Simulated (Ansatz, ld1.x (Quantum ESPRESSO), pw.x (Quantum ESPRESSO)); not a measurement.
## Pt: one change to the TM potential, in the atom and in the sc crystal

```json
{
  "Element": "Pt",
  "Generator": "ld1.x (Quantum ESPRESSO) 7.5",
  "Type": "norm-conserving Troullier–Martins (Kleinman–Bylander form)",
  "Functional": "PBE",
  "Relativity": "scalar-relativistic",
  "Frozen core": "[Xe] 4f14",
  "Valence charge": "10",
  "Reference configuration": "5d10 6s0 6p0",
  "Partial waves": "6p (bound, empty): rc 3.20 bohr; 5d (bound): rc 2.35 bohr; 6s (bound, empty): rc 2.50 bohr",
  "Local potential": "the s channel",
  "Core correction": "Bessel-smoothed model core, default radius (core density twice the valence density)"
}
```

Change: wave 5d (bound): rc 2.35 bohr becomes 5d (bound): rc 3.40 bohr.

Cutoffs, loose and tight: the cutoffs (Ry, on a coarse ladder) from which the occupation-weighted sum of valence levels, in a spherical-Bessel basis at the reference potential, stays within 10 and 1 mRy of its value at 400 Ry. They do not see the model core or the augmentation charge, which bear on the density cutoff. Test errors are all-electron minus pseudo excitation energies from the reference, over the configurations 5d9 6s1 6p0; 5d9 6s0 6p0; 5d8 6s0 6p0; 5d9 6s0.5 6p0; 5d8 6s2 6p0; 5d8 6s1 6p1; 5d7 6s0 6p0; variants that change the core or the reference have their own tests.

Crystal test: sc Pt in pw.x 7.5, no spin, 12³ k-points, Fermi–Dirac smearing 0.01 Ry, cutoffs set for each file from its atomic test. The reference is all-electron LAPW (Ansatz 0.2.0) with the same functional, mesh and smearing; V0 and B0 come from Birch–Murnaghan fits to the pressures at five volumes. Errors are pseudo minus all-electron; Δ is the rms difference of the E(V) curves that follow from these fits, minima aligned, over ±6 % about the mean V0. Mesh and smearing are coarse, so the numbers serve the comparison and aren't converged zero-temperature values; the lattice is a test structure that the element need not adopt.

All-electron: a0 = 2.626 Å (V0 = 18.11 Å³/atom), B0 = 184.3 GPa.

Q: Does the change bring the crystal closer to the all-electron result?

A: The mean pressure error goes from +7.11 to +12.34 GPa, so the change moves the solid further from the all-electron pressures.

```
                       quantity       base    changed
                 outcome (atom)  generated  generated
           cutoff, loose (atom)      40 Ry      25 Ry
           cutoff, tight (atom)      50 Ry      40 Ry
            bound ghosts (atom)       none       none
largest test error (meV) (atom)       -658       +117
           cutoffs in pw.x (Ry)     60/240     50/200
                         a0 (Å)      2.659          –
                   a0 error (%)      +1.25          –
                   B0 error (%)       -6.2          –
                   Δ (meV/atom)       27.0          –
      mean pressure error (GPa)      +7.11     +12.34
```

A dash: not determined, or the minimum lies outside the volumes sampled.

Base: The largest radius (3.20 bohr) exceeds half the bond length (2.49 bohr), so the spheres overlap, which is one possible source of error among others. This is a poor potential for the solid. Changed file: The largest radius (3.40 bohr) exceeds half the bond length (2.49 bohr), so the spheres overlap, which is one possible source of error among others. This is a poor potential for the solid. The atomic cutoffs weigh occupied waves only.
